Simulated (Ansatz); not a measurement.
# ZnS (F-43m) in Ansatz: further runs

Aim: see how the results for ZnS move with the level of theory and the settings. Levels: BLYP, LDA. Tasks: band structure, elastic constants.

All numbers are computed with Ansatz 0.2.0; they aren't measurements. Logs are shortened: lines on timing, memory, paths and dates and some standing lists are left out, and cuts for length are marked.

**Experimental background.**

“Electronic, vibrational, and thermodynamic properties of ZnS (zincblende and rocksalt structure)”, 2009, arxiv:0911.5022 quotes, for a bulk crystal of ZnS at 19 K: band gap 3.85 eV (direct).

The results are compared with them further down.

**1. The structure**

Symmetry: F-43m, No. 216, cubic system. Conventional cell: a = 5.404 Å, b = 5.404 Å, c = 5.404 Å, α = 90.00°, β = 90.00°, γ = 90.00°. Zn (site symmetry -43m) is surrounded by 4 S at 2.34 Å. Around S (site symmetry -43m) lie 4 Zn at 2.34 Å.

**2. Band structure, BLYP**

The input, input.yaml:

```yaml
crystal:
  lattice:
    - [0.0, 2.702, 2.702]
    - [2.702, 0.0, 2.702]
    - [2.702, 2.702, 0.0]
  atoms:
    - { symbol: Zn, position: [0.75, 0.75, 0.75] }
    - { symbol: S, position: [0.0, 0.0, 0.0] }
kpoints:
  mp_grid: { grid: [9, 9, 9] }
  band_path:
    path:
      - [0.0, 0.0, 0.0]
      - [0.5, 0.0, 0.5]
      - [0.5, 0.25, 0.75]
      - [0.375, 0.375, 0.75]
      - [0.0, 0.0, 0.0]
      - [0.5, 0.5, 0.5]
      - [0.625, 0.25, 0.625]
      - [0.5, 0.25, 0.75]
    npoints: 6
scf:
  occupations: { method: fermi_dirac, width: 0.05 }
hamiltonian:
  xc: blyp
  pseudopotentials: { kind: all_electron, lapw: { basis_error: 0.001 } }
output:
  forces: true
  stress: true
  eigenvalues: true
```

Potentials or basis: all-electron LAPW, scalar-relativistic.

Command:

```sh
ansatz run input.yaml --threads 1 --pin off --max-ram 3072MiB --backend cpu --events-out ev --progress --plain --runs-dir out
```

What it wrote:

```text
Warning: RAYON_NUM_THREADS=1 ignored (pool sized by the plan → 1); use --threads N
LAPW: plane waves up to 8.589 Å⁻¹, error target 1.0e-3 eV per atom; small_component_spin mean_spin; S in spheres of 1.039 Å, 14 of its electrons in bands, Dirac shells []; Zn in spheres of 1.301 Å, 20 of its electrons in bands, Dirac shells [] (how accurate: hamiltonian.pseudopotentials.lapw.basis_error, Limitations)
Engine: ansatz 0.2.0, aarch64-unknown-linux-gnu
Pseudopotentials: kind: all_electron
Pseudopotential: Zn, LAPW, valence charge 20, lapw/all_electron/scalar/gaussian/Zn, Koelling and Harmon's equation, gaussian nucleus
Pseudopotential: S, LAPW, valence charge 14, lapw/all_electron/scalar/gaussian/S, Koelling and Harmon's equation, gaussian nucleus
Functional definition: BLYP
  parameter beta = 0.0042
  parameter a = 0.04918
  parameter b = 0.132
  parameter c = 0.2533
  parameter d = 0.349
  exchange = b88_x(beta = beta)
  correlation = lyp_c(a = a, b = b, c = c, d = d)
Crystal: 2 atoms, lattice volume = 39.454 Å³
Basis set: ecut = 281.05876948557597 eV, 411 PW (Γ), exchange–correlation at level 2
Bands: 21, of which v1, the nominal top of the filled ones, is band 17 counted from 1 (16 counted from 0)
Symmetry: 24 space group operations
Space group: F-43m (ITA 216), of the structure as read, at distance tolerance 3.4e-5 Å
k-points: 35 of 729 (time reversal used)
Non-local potential: Zn, projectors of the file, none
Non-local potential: S, projectors of the file, none
Initial density: superposition of atomic densities (chi_scale 0.1, normalization cell, long waves kept (reshape's long-wave potential 0.00 eV rms))
Initial wavefunctions: plane waves of lowest kinetic energy (no species holds an atomic orbital)
Functional: x = b88, c = lyp
iter 1 solved again at ethr=3.78e-3 eV; its pass at ethr=1.00e-1 eV (dr2=1.28e0 eV) is discarded
SCF iter   1: F=—  HF=-59751.912285 eV  |F-HF|=—  |Δ(HF+E_count)|=         —  Δρ=4.39e-2  dr2=1.29e0  ethr=3.78e-3  ⟨swp⟩=2.0  Hψ=5011  notcnv=0
preconditioner: auto → none  [insulator: Δε(μ)=2.503 eV  Ē_g=11.807 eV  σ=0.050 eV  W_gap=1.00  n_scr=14 (ndim 8)  ℏωp=25.1 eV  f_vac=0.111  D(μ)=0.00/eV (n_scr^D=0)  ε∞_Penn≈5.5]
iter 2 solved again at ethr=1.69e-4 eV; its pass at ethr=3.78e-3 eV (dr2=5.75e-2 eV) is discarded
SCF iter   2: F=—  HF=-59751.507548 eV  |F-HF|=—  |Δ(HF+E_count)|=   4.05e-1  Δρ=1.38e-2  dr2=5.75e-2  ethr=1.69e-4  ⟨swp⟩=2.0  Hψ=3877  notcnv=0
SCF iter   3: F=—  HF=-59751.428033 eV  |F-HF|=—  |Δ(HF+E_count)|=   7.95e-2  Δρ=7.51e-3  dr2=1.60e-2  ethr=1.69e-4  ⟨swp⟩=2.9  Hψ=2219  notcnv=0
SCF iter   4: F=—  HF=-59751.419611 eV  |F-HF|=—  |Δ(HF+E_count)|=         —  Δρ=3.94e-3  dr2=4.34e-3  ethr=4.70e-5  ⟨swp⟩=2.0  Hψ=2024  notcnv=0
the basis was enlarged: its passes take 39.1 KiB over the memory plan, 1 of 1 planned eigensolver slots
SCF iter   5: F=—  HF=-59751.419860 eV  |F-HF|=—  |Δ(HF+E_count)|=   2.49e-4  Δρ=8.32e-4  dr2=1.65e-4  ethr=1.28e-5  ⟨swp⟩=2.0  Hψ=2070  notcnv=0
SCF iter   6: F=—  HF=-59751.419914 eV  |F-HF|=—  |Δ(HF+E_count)|=   5.36e-5  Δρ=9.96e-5  dr2=1.98e-6  ethr=4.84e-7  ⟨swp⟩=2.0  Hψ=2023  notcnv=0
SCF iter   7: F=-59751.419916 eV  HF=-59751.419916 eV  |F-HF|=2.14e-8  |Δ(HF+E_count)|=   2.34e-6  Δρ=6.76e-6  dr2=8.42e-9  ethr=5.81e-9  ⟨swp⟩=3.0  Hψ=2107  notcnv=0
SCF 1 converged in 7 iterations: F = -59751.419916 eV  dr2 = 8.42e-9
NSCF: frozen V_eff on 43 k-points
SCF converged after 7 iterations
Free energy (F): -59751.419916 eV
Harris-Foulkes:  -59751.419916 eV  (|F-HF|=2.14e-8)
Internal energy: -59751.419916 eV  (E = F + TS)
E sigma→0 (E₀):  -59751.419916 eV
Fermi energy:    8.762614 eV
--- Per-component energies (eV) ---
  E_band       = -1868.773890
  E_kinetic    = 60706.921286
  E_xc         = -2663.723090
  E_electrostatic = -117794.618113  (all electrons and nuclei)
  E_smearing   = -0.000000  (= −TS)
  E_closure    = 0.000000  (closes the sum)
  E_atoms      = -59745.730713  (free atoms, spherical and without spin; not in F)
  Σ components = -59751.419916   (vs F -59751.419916, Δ=0.00e0)
  Basis errors (estimates in eV, not in F): energy 5.4e-4 per atom: plane waves 4.9e-4 (2.9e-4 summed), levels above the bands 1.0e-70, relativity 1.0e-7, radial functions 4.5e-5, core shells 1.2e-10; eigenvalues (radial functions only) 1.2e-6; not estimated: angular momenta, meshes, grids; target (lapw.basis_error) 1.0e-3; muffin-tin radii S 1.039 Å, Zn 1.301 Å
--- Forces (eV/Å), atoms counted from 1 ---
  atom   1  Zn    -0.00000000     0.00000000     0.00000000
  atom   2  S      0.00000000    -0.00000000    -0.00000000
  max |Σ_I F_I| component: 2.78e-17 eV/Å
--- Stress (GPa, compression-positive) ---
        5.448245      -0.000000      -0.000000
       -0.000000       5.448245       0.000000
       -0.000000       0.000000       5.448245
  P = ⅓ Tr σ = 5.4482 GPa (54.482 kbar)
--- Band table (eV; the first three rows and the last of 35) ---
  k-point 0: bands = ["-196.8487", "-141.8251", "-141.8251", "-141.8251", "-117.0930", "-71.3576", "-71.3576", "-71.3576", "-5.4426", "1.2447", "1.2447", "1.2447", "1.7256", "1.7256", "7.6751", "7.6751", "7.6751", "9.7684", "14.0938", "14.0938", "14.0938"]
  k-point 1: bands = ["-196.8487", "-141.8251", "-141.8251", "-141.8251", "-117.0930", "-71.3576", "-71.3576", "-71.3576", "-5.3511", "1.2478", "1.2612", "1.2612", "1.7242", "1.7242", "6.7448", "7.5585", "7.5585", "10.4724", "14.0101", "14.2960", "14.2960"]
  k-point 2: bands = ["-196.8487", "-141.8251", "-141.8251", "-141.8251", "-117.0930", "-71.3577", "-71.3576", "-71.3576", "-5.1043", "1.2841", "1.3000", "1.3000", "1.7255", "1.7255", "5.2266", "7.2875", "7.2875", "11.0925", "14.4155", "14.6573", "14.6573"]
  k-point 34: bands = ["-196.8487", "-141.8251", "-141.8251", "-141.8251", "-117.0930", "-71.3577", "-71.3577", "-71.3577", "-4.2441", "1.3839", "1.4982", "1.6576", "1.7153", "2.0770", "3.1235", "4.8348", "5.3490", "13.3406", "13.5617", "15.2509", "16.7735"]
```

Run time: 15 s. Hardware: 1 thread of Arm Neoverse V1, shared host; peak memory 0.27 GiB.

Results:

```
Free energy             : -59751.4199 eV
Pressure                : 5.4 GPa
Band gap on the k mesh  : 2.09 eV, direct
Band gap along the path : 2.09 eV, direct
```

Levels at the corners of the path, in eV from the valence-band top:
```csv
point,band 14,band 15,band 16,band 17,band 18,band 19,band 20,band 21
Γ,-5.95,0.00,0.00,0.00,2.09,6.42,6.42,6.42
X,-5.73,-4.58,-2.18,-2.18,3.56,4.10,11.00,11.92
W,-5.55,-4.59,-2.68,-2.67,5.83,5.96,7.91,8.34
K,-5.60,-4.61,-3.05,-1.78,4.22,5.98,9.45,9.77
Γ,-5.95,0.00,0.00,0.00,2.09,6.42,6.42,6.42
L,-5.74,-5.24,-0.85,-0.85,3.30,6.97,6.97,9.00
U,-5.60,-4.61,-3.05,-1.78,4.22,5.98,9.45,9.77
W,-5.55,-4.59,-2.68,-2.67,5.83,5.96,7.91,8.34
```

**3. Elastic constants, LDA**

The input, input.yaml:

```yaml
crystal:
  lattice:
    - [0.0, 2.702, 2.702]
    - [2.702, 0.0, 2.702]
    - [2.702, 2.702, 0.0]
  atoms:
    - { symbol: Zn, position: [0.75, 0.75, 0.75] }
    - { symbol: S, position: [0.0, 0.0, 0.0] }
kpoints:
  mp_grid: { grid: [7, 7, 7] }
scf:
  occupations: { method: fermi_dirac, width: 0.05 }
hamiltonian:
  xc: lda
  pseudopotentials: { kind: all_electron, lapw: { basis_error: 0.001 } }
output:
  forces: true
  stress: true
elastic:
  mode: clamped_ion
  stencil: two_point
```

Potentials or basis: all-electron LAPW, scalar-relativistic.

Command:

```sh
ansatz run input.yaml --threads 1 --pin off --max-ram 3072MiB --backend cpu --events-out ev --progress --plain --runs-dir out
```

It took 84 s on 1 thread of Arm Neoverse V1, shared host; peak memory 0.33 GiB.

Results (log left out):

```
Free energy                                 : -59632.2003 eV
Pressure                                    : -4.5 GPa
Band gap on the k mesh                      : 1.86 eV, direct
Clamped-ion elastic constants C11, C12, C44 : 97, 50, 65 GPa
Voigt bulk modulus                          : 66 GPa
```

Levels at points of the mesh, in eV from the valence-band top:
```tsv
k point	band 14	band 15	band 16	band 17	band 18	band 19	band 20	band 21
(0.00, 0.00, 0.00)	-6.00	0.00	0.00	0.00	1.86	6.22	6.22	6.22
```

Elastic tensor in Voigt notation (GPa, ions clamped, in the Cartesian axes of the cell as first typed):
```
97 50 50  0  0  0
50 97 50  0  0  0
50 50 97  0  0  0
 0  0  0 65  0  0
 0  0  0  0 65  0
 0  0  0  0  0 65
```

Caveat: the cell is more than 3 GPa from zero pressure, which shifts response properties.

**4. Against experiment**

Step 2. A measured gap of ZnS is 3.85 eV (direct; 19 K; quoted in “Electronic, vibrational, and thermodynamic properties of ZnS (zincblende and rocksalt structure)”, 2009, arxiv:0911.5022); the calculated 2.09 eV misses it by -1.76 eV. The value is that of BLYP, without temperature or zero-point motion. Semilocal functionals fall short of measured gaps as a rule.

Step 3. Against the measured gap of ZnS, 3.85 eV (direct; 19 K; quoted in “Electronic, vibrational, and thermodynamic properties of ZnS (zincblende and rocksalt structure)”, 2009, arxiv:0911.5022), the calculated 1.86 eV is off by -1.99 eV. So large a miss can be the level of theory's own, or it may mean another phase, state or a wrong row. The value is that of LDA, without temperature or zero-point motion. Semilocal functionals fall short of measured gaps as a rule.
